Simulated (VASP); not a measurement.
Here is a VASP 6.6.1 calculation.

The input POSCAR:

```
Se
1.0
   -1.9358315996      1.9358315996      1.9358315996
    1.9358315996     -1.9358315996      1.9358315996
    1.9358315996      1.9358315996     -1.9358315996
Se
1
Direct
    0.0000000000      0.0000000000      0.0000000000
```

The input INCAR.step1:

```
SYSTEM = Se
  PREC = Accurate
  ENCUT = 600
  ISMEAR = 0
  SIGMA = 0.1
  LREAL = .False.
  LASPH = .True.
  NELM = 100
  GGA = PE
  ALGO = Normal
  EDIFF = 1E-4
  LWAVE = .True.
  LCHARG = .False.
```

The input INCAR.step2:

```
SYSTEM = Se
  PREC = Accurate
  ENCUT = 600
  EDIFF = 1E-6
  ISMEAR = 0
  SIGMA = 0.1
  LREAL = .False.
  LASPH = .True.
  NELM = 100
  ALGO = Normal
  ISIF = 3
  LWAVE = .False.
  LCHARG = .False.
  METAGGA = R2SCAN
  LMIXTAU = .True.
  IBRION = 2
  NSW = 90
  EDIFFG = -0.04
  ISTART = 1
```

File KPOINTS:

```
regular mesh
0
Gamma
  6 6 6
  0 0 0
```

Potentials or basis: VASP PAW PBE potentials, release 64 (Se).

Launch:

```bash
$ cat potpaw_PBE.64/Se/POTCAR > POTCAR
$ cp INCAR.step1 INCAR
$ mpirun -np 1 vasp_std > vasp.out
$ cp INCAR.step2 INCAR
$ mpirun -np 1 vasp_std > vasp.out
```

Estimate the band gap on the k mesh.

none (metal or under the smearing width).

Predict the relaxed cell.

a = 2.966 Å, b = 2.966 Å, c = 2.966 Å, α = 109.47°, β = 109.47°, γ = 109.47°.

Step by step:
```tsv
step	energy change (eV)	largest force (eV/Å)	pressure (GPa)	volume (Å³)
1	0.0000	0.0000	-11.24	29.02
2	-0.4293	0.0000	-3.38	21.28
3	-0.4422	0.0000	-0.59	20.28
4	-0.4425	0.0000	0.04	20.08
```

Caveat: the k mesh is coarse (spacing up to 0.38 Å⁻¹), so the values aren't converged; the volume moved by over 15 % at a fixed basis, so the end points are rough; the PAW data sets were made with another functional, which shifts forces and pressure a little.
